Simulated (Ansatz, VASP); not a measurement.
**Os in VASP and in Ansatz**

```
Os
1.0
     2.77600    0.00000    0.00000
    -1.38800    2.40409    0.00000
     0.00000    0.00000    4.38394
Os
2
Cartesian
  0.0000 1.6027 1.0960
  1.3880 0.8014 3.2880
```

Change from the starting cell: volume scaled by 1.025.

Alike in both runs: task single point; functional PBE; k mesh 16 × 16 × 9; occupations fermi-dirac, width 0.03 eV; no spin polarisation.

|  | VASP | Ansatz |
| --- | --- | --- |
| version | VASP 6.6.1 | Ansatz 0.2.0 |
| potentials or method | VASP PAW PBE potentials, release 64 (Os), cutoff 520 eV | all-electron LAPW, scalar-relativistic |

|  | VASP | Ansatz | Ansatz less VASP |
| --- | --- | --- | --- |
| pressure (GPa) | -9.6 | -9.2 | +0.33 |
| largest component of the traceless stress (GPa) | 0.51 | 0.43 | -0.074 |

Ansatz ran all-electron here, so the differences hold the error of VASP's frozen core and of both bases.

Spin-orbit coupling is left out, which matters for the levels of Os.
